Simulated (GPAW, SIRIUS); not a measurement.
This is a calculation of Hf (Hafnium) for GPAW 26.7.0 (ASE script). Atoms were shifted at random by some hundredths of an Å from the given cell, which wasn't relaxed again for these runs. 

run.py

```python
from ase import Atoms
from ase.dft.bandgap import bandgap
from ase.io import write
from ase.units import GPa
from gpaw import GPAW, PW, setup_paths

setup_paths.insert(0, '.')

atoms = Atoms(['Hf', 'Hf'],
              cell=[[3.1967, 0.0, 0.0],
                    [-1.59835, 2.7684234083, 0.0],
                    [0.0, 0.0, 5.0578]],
              scaled_positions=[[0.670799, 0.3463, 0.754506],
                                [0.325654, 0.67287, 0.246675]],
              pbc=True)

calc = GPAW(mode=PW(600),
            xc='PBEsol',
            kpts={'size': (10, 10, 5), 'gamma': True},
            occupations={'name': 'fermi-dirac', 'width': 0.05},
            nbands=24,
            convergence={'density': 1e-05, 'energy': 1e-05},
            maxiter=150,
            txt='gpaw.txt')
atoms.calc = calc
energy = atoms.get_potential_energy()
forces = atoms.get_forces()
stress = atoms.get_stress()
calc.write('gs.gpw')
write('result.traj', atoms)
print(f'Energy: {energy:.6f} eV')
print('Forces (eV/A):')
print(forces.round(4))
print('Stress (GPa):', (stress / GPa).round(3))
print('Fermi level:', round(calc.get_fermi_level(), 4), 'eV')
print(f'Gap: {bandgap(calc)[0]:.4f} eV, direct: {bandgap(calc, direct=True)[0]:.4f} eV')
```

Potentials or basis: PAW data sets generated in the run's folder for this functional, pw.

Run with:

```console
$ gpaw-setup -f PBEsol Hf
$ OMP_NUM_THREADS=1 python run.py
```

Task: What does the same run look like in SIRIUS 7.12.0? Potentials or basis there: PseudoDojo 0.4.1 PBEsol standard (scalar relativistic), cutoff 807 eV.

Result: As run (cutoffs and basis follow the program's own potentials, and thresholds, step limits or extra output files can differ):

sirius.json

```json
{
  "control": {
    "processing_unit": "cpu",
    "verbosity": 2,
    "num_bands_to_print": 20,
    "print_forces": true,
    "print_stress": true
  },
  "parameters": {
    "electronic_structure_method": "pseudopotential",
    "xc_functionals": ["XC_GGA_X_PBE_SOL", "XC_GGA_C_PBE_SOL"],
    "gk_cutoff": 7.7,
    "pw_cutoff": 15.4,
    "ngridk": [10, 10, 5],
    "shiftk": [0, 0, 0],
    "smearing": "fermi_dirac",
    "smearing_width": 0.0018374661,
    "num_bands": 20,
    "num_mag_dims": 0,
    "num_dft_iter": 100,
    "energy_tol": 1e-08,
    "density_tol": 1e-06
  },
  "iterative_solver": {
    "type": "davidson",
    "min_tolerance": 1e-10
  },
  "mixer": {
    "type": "anderson",
    "beta": 0.7,
    "max_history": 8
  },
  "settings": {
    "tol_ne": 1e-10,
    "pseudo_grid_cutoff": 6.5
  },
  "unit_cell": {
    "lattice_vectors": [
      [6.040887502591, 0.0, 0.0],
      [-3.020443751296, 5.23156203869, 0.0],
      [0.0, 0.0, 9.557856793132]
    ],
    "atom_coordinate_units": "lattice",
    "atom_types": ["Hf"],
    "atom_files": {
      "Hf": "Hf.json"
    },
    "atoms": {
      "Hf": [
        [0.670799, 0.3463, 0.754506],
        [0.325654, 0.67287, 0.246675]
      ]
    }
  }
}
```

Potentials or basis: PseudoDojo 0.4.1 PBEsol standard (scalar relativistic).

Run with:

```console
$ upf_to_json Hf.upf
$ OMP_NUM_THREADS=1 sirius.scf --input=sirius.json --output=out.json --task=0
```

Both were run:

|  | GPAW | SIRIUS |
| --- | --- | --- |
| Pressure | -3.5 GPa | -3.5 GPa |
| Largest force | 0.150 eV/Å | 0.146 eV/Å |

Pressure is positive in compression.
